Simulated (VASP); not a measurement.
# GaP (F-43m) in VASP: Born charges and dielectric tensor with PBEsol

Aim: the Born charges and dielectric tensor of GaP with PBEsol.

All numbers are computed with VASP 6.6.1; they aren't measurements. Logs are shortened: lines on timing, memory, paths and dates and some standing lists are left out, and cuts for length are marked.

**What was measured.**

From “Stacking defects in GaP nanowires: Electronic structure and optical properties”, 2018, arxiv:1810.01194, for a bulk crystal of GaP at 10 K: band gap 2.34 eV (indirect).

How close the calculation comes is told below.

## (1) The crystal as given

Symmetry: F-43m, No. 216, cubic system. Conventional cell: a = 5.451 Å, b = 5.451 Å, c = 5.451 Å, α = 90.00°, β = 90.00°, γ = 90.00°. Ga (site symmetry -43m) has 4 P at 2.36 Å as nearest neighbours. P (site symmetry -43m) has 4 Ga at 2.36 Å as nearest neighbours.

## (2) Born charges and dielectric tensor, PBEsol

INCAR

```
ALGO = Fast
EDIFF = 1E-8
ENCUT = 520
GGA = PS
IBRION = 8
ISIF = 2
ISMEAR = -1
LASPH = T
LCHARG = F
LEPSILON = T
LREAL = F
LWAVE = F
NELM = 100
PREC = Accurate
SIGMA = 0.05
```

KPOINTS

```
k-points
0
Gamma
  8 8 8
```

POSCAR

```
GaP
1.0
    0.0000000000      2.7252500000      2.7252500000
    2.7252500000      0.0000000000      2.7252500000
    2.7252500000      2.7252500000      0.0000000000
Ga P
1 1
Direct
    0.0000000000      0.0000000000      0.0000000000
    0.7500000000      0.7500000000      0.7500000000
```

Potentials or basis: VASP PAW PBE potentials, release 64 (Ga_d, P).

On the command line:

```sh
$ cat potpaw_PBE.64/Ga_d/POTCAR potpaw_PBE.64/P/POTCAR > POTCAR
$ mpirun -np 1 vasp_std > vasp.out
```

OUTCAR:

```text
EDIFF = 1E-8
   ENCUT = 520
   GGA = PS
   IBRION = 8
   ISIF = 2
   ISMEAR = -1
   LASPH = T
   LEPSILON = T
   LREAL = F
   NELM = 100
   PREC = Accurate

 ion  position               nearest neighbor table
   1  0.000  0.000  0.000-   2 2.36   2 2.36   2 2.36   2 2.36
   2  0.750  0.750  0.750-   1 2.36   1 2.36   1 2.36   1 2.36

  LATTYP: Found a face centered cubic cell.
 ALAT       =     5.4505000000

  Lattice vectors:

 A1 = (   0.0000000000,   2.7252500000,   2.7252500000)
 A2 = (   2.7252500000,   0.0000000000,   2.7252500000)
 A3 = (   2.7252500000,   2.7252500000,   0.0000000000)

Analysis of symmetry for initial positions (statically):
=====================================================================
 Subroutine PRICEL returns:
 Original cell was already a primitive cell.

 Routine SETGRP: Setting up the symmetry group for a
 face centered cubic supercell.

 Subroutine GETGRP returns: Found 24 space group operations
 (whereof 24 operations were pure point group operations)
 out of a pool of 48 trial point group operations.

The static configuration has the point symmetry T_d .

Analysis of symmetry for dynamics (positions and initial velocities):
=====================================================================
 Subroutine PRICEL returns:
 Original cell was already a primitive cell.

 Routine SETGRP: Setting up the symmetry group for a
 face centered cubic supercell.

 Subroutine GETGRP returns: Found 24 space group operations
 (whereof 24 operations were pure point group operations)
 out of a pool of 48 trial point group operations.

The dynamic configuration has the point symmetry T_d .

 Subroutine INISYM returns: Found 24 space group operations
 (whereof 24 operations are pure point group operations),
 and found     1 'primitive' translations

----------------------------------------------------------------------------------------

                                     Primitive cell

[... 618 lines left out ...]
 ------------------------------------------------------
          11.599724    -0.000000     0.000000
           0.000000    11.599724     0.000000
          -0.000000     0.000000    11.599724
 ------------------------------------------------------

 PIEZOELECTRIC TENSOR (including local field effects)  for field in x, y, z        (e  Angst)
          XX          YY          ZZ          XY          YZ          ZX
  --------------------------------------------------------------------------------
  x     0.00000    -0.00000     0.00000     0.00000     2.05317     0.00000
  y    -0.00000    -0.00000     0.00000    -0.00000     0.00000     2.05317
  z     0.00000    -0.00000     0.00000     2.05317    -0.00000     0.00000

 PIEZOELECTRIC TENSOR (including local field effects)  for field in x, y, z        (C/m^2)
          XX          YY          ZZ          XY          YZ          ZX
  --------------------------------------------------------------------------------
  x     0.00000    -0.00000     0.00000     0.00000     0.81262     0.00000
  y    -0.00000    -0.00000     0.00000    -0.00000     0.00000     0.81262
  z     0.00000    -0.00000     0.00000     0.81262    -0.00000     0.00000

 BORN EFFECTIVE CHARGES (including local field effects) (in |e|, cummulative output)
 ---------------------------------------------------------------------------------
 ion    1
    1     2.19945     0.00000    -0.00000
    2     0.00000     2.19945     0.00000
    3    -0.00000     0.00000     2.19945
 ion    2
    1    -2.19945     0.00000     0.00000
    2     0.00000    -2.19945    -0.00000
    3     0.00000    -0.00000    -2.19945

 INTERNAL STRAIN TENSOR FOR ION    2 for displacements in x,y,z  (eV/Angst):
          X           Y           Z          XY          YZ          ZX
  --------------------------------------------------------------------------------
  x     0.00000     0.00000     0.00000     0.00000     7.00183     0.00000
  y     0.00000    -0.00000     0.00000     0.00000     0.00000     7.00183
  z     0.00000     0.00000     0.00000     7.00183     0.00000     0.00000

 SECOND DERIVATIVES (NOT SYMMETRIZED)
 ------------------------------------
               1X          1Y          1Z          2X          2Y          2Z
  1X    -9.799264    0.000000    0.000000    9.799264    0.000000    0.000000
  1Y     0.000000   -9.799264    0.000000    0.000000    9.799264    0.000000
  1Z     0.000000    0.000000   -9.799264    0.000000    0.000000    9.799264
  2X     9.809529    0.000000    0.000000   -9.809529    0.000000    0.000000
  2Y     0.000000    9.809529    0.000000    0.000000   -9.809529    0.000000
  2Z     0.000000    0.000000    9.809529    0.000000    0.000000   -9.809529

 Eigenvectors and eigenvalues of the dynamical matrix
 ----------------------------------------------------

   1 f  =   10.571254 THz    66.421147 2PiTHz  352.619071 cm-1    43.719173 meV
             X         Y         Z           dx          dy          dz
      0.000000  0.000000  0.000000     0.000000    0.554412    0.000000
      4.087875  4.087875  4.087875     0.000000   -0.832242    0.000000
[... 21 lines left out ...]
   6 f/i=    0.002554 THz     0.016045 2PiTHz    0.085178 cm-1     0.010561 meV
             X         Y         Z           dx          dy          dz
      0.000000  0.000000  0.000000     0.000000    0.000000    0.832242
      4.087875  4.087875  4.087875     0.000000    0.000000    0.554412

--------------------------------------------------------------------------------------------------------

 MACROSCOPIC STATIC DIELECTRIC TENSOR IONIC CONTRIBUTION
 ------------------------------------------------------
           2.205583    -0.000000    -0.000000
          -0.000000     2.205583     0.000000
          -0.000000     0.000000     2.205583
 ------------------------------------------------------

 ELASTIC MODULI CONTR FROM IONIC RELAXATION (kBar)
 Direction    XX          YY          ZZ          XY          YZ          ZX
 --------------------------------------------------------------------------------
 XX          -0.0000     -0.0000     -0.0000     -0.0000     -0.0000     -0.0000
 YY          -0.0000     -0.0000     -0.0000     -0.0000     -0.0000      0.0000
 ZZ          -0.0000     -0.0000     -0.0000     -0.0000     -0.0000     -0.0000
 XY          -0.0000     -0.0000     -0.0000   -196.0389      0.0000     -0.0000
 YZ          -0.0000     -0.0000     -0.0000      0.0000   -196.0389      0.0000
 ZX          -0.0000      0.0000     -0.0000     -0.0000      0.0000   -196.0389
 --------------------------------------------------------------------------------

 PIEZOELECTRIC TENSOR IONIC CONTR  for field in x, y, z        (C/m^2)
          XX          YY          ZZ          XY          YZ          ZX
  --------------------------------------------------------------------------------
  x    -0.00000    -0.00000    -0.00000     0.00000    -0.61874     0.00000
  y    -0.00000     0.00000    -0.00000    -0.00000     0.00000    -0.61874
  z    -0.00000    -0.00000    -0.00000    -0.61874     0.00000    -0.00000
```

OSZICAR:

```text
N       E                     dE             d eps       ncg     rms          rms(c)
DAV:   1     0.797167749095E+02    0.79717E+02   -0.92963E+03   762   0.197E+03
DAV:   2    -0.399584125889E+01   -0.83713E+02   -0.80892E+02   839   0.343E+02
DAV:   3    -0.100851162233E+02   -0.60893E+01   -0.60562E+01   929   0.756E+01
DAV:   4    -0.102030752548E+02   -0.11796E+00   -0.11788E+00   927   0.113E+01
[... 12 lines left out ...]
RMM:   9    -0.474081936829E-01    0.53957E-06   -0.63312E-08  5045   0.587E-04    0.105E-04
RMM:  10    -0.474080742422E-01    0.11944E-06   -0.59955E-08  5213   0.335E-04    0.697E-06
RMM:  11    -0.474081203930E-01   -0.46151E-07   -0.97926E-08  5308   0.250E-04    0.431E-06
RMM:  12    -0.474081308869E-01   -0.10494E-07   -0.83763E-08  5447   0.226E-04    0.625E-07
RMM:  13    -0.474081304625E-01    0.42433E-09   -0.99225E-08  5515   0.217E-04    0.656E-07
 Linear response finished
```

Run time: 6.2 min. Hardware: 1 thread of Intel Xeon 6975P-C (Granite Rapids), shared host; peak memory 0.25 GiB.

What came out:

- Band gap on the k mesh: 1.52 eV, indirect (least direct gap 1.75 eV)
- Electronic dielectric tensor (diagonal): 11.60
- Born charges (mean of the diagonal): Ga +2.20; P -2.20 e
- Highest phonon frequency at Γ, LO-TO splitting left out: 353 cm⁻¹

Phonon frequencies in cm⁻¹ (negative: imaginary):
```
              q point        frequencies
(0.000, 0.000, 0.000)  0 0 0 353 353 353
```

Electronic dielectric tensor:
```
11.60  0.00  0.00
 0.00 11.60  0.00
 0.00  0.00 11.60
```

Born effective charge tensors (e):
atom 1, Ga
```
2.20 0.00 0.00
0.00 2.20 0.00
0.00 0.00 2.20
```
atom 2, P
```
-2.20  0.00  0.00
 0.00 -2.20  0.00
 0.00  0.00 -2.20
```

## (3) How close it comes

Step 2. A measured gap of GaP is 2.34 eV (indirect; 10 K; quoted in “Stacking defects in GaP nanowires: Electronic structure and optical properties”, 2018, arxiv:1810.01194); the calculated 1.52 eV misses it by -0.82 eV. Spin-orbit coupling on Ga is left out. The value is that of PBEsol on a finite k mesh, which can miss the band edges, without temperature or zero-point motion. Semilocal functionals fall short of measured gaps as a rule.
